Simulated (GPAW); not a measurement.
The system is BN.

```
N B
1.0
     2.55394    0.00000    0.00000
    -1.27697    2.21178    0.00000
     0.00000    0.00000    4.22685
N B
2 2
Direct
  0.33333 0.66667 0.12528
  0.66667 0.33333 0.62528
  0.33333 0.66667 0.49972
  0.66667 0.33333 0.99972
```

Measurements of this composition are mostly on another form, of space group No. 194.

Base run:

| Item | Value |
| --- | --- |
| Program | GPAW 26.7.0 |
| Functional | LDA |
| Potentials or basis | the program's PAW data sets (release 1.2.1) made for this functional |
| Cutoff | 600 eV |
| Basis | pw |
| k mesh | 10 × 10 × 5 |
| Occupations | fermi-dirac, width 0.05 eV |
| Spin | no spin polarisation |

Its results: band gap on the k mesh 5.16 eV, indirect (least direct gap 8.09 eV); pressure -26.8 GPa; largest force 0.024 eV/Å.

Task: The run is repeated on the same cell with these changes: cutoff from 600 eV to 800 eV. What comes out?

Result: Band gap on the k mesh 5.18 eV, indirect (least direct gap 8.11 eV); pressure -15.0 GPa; largest force 0.022 eV/Å.

Caveats: the cutoff is short for stress and forces, so pressures can be off by a GPa or more (some runs); so large a pressure means that the cell lies far from this level's equilibrium, or that cutoff or potentials fall short (some runs); an odd mesh through Γ misses points on the zone boundary, where band edges often lie (some runs); the mesh misses the band edges, which the band path finds closer together (some runs).
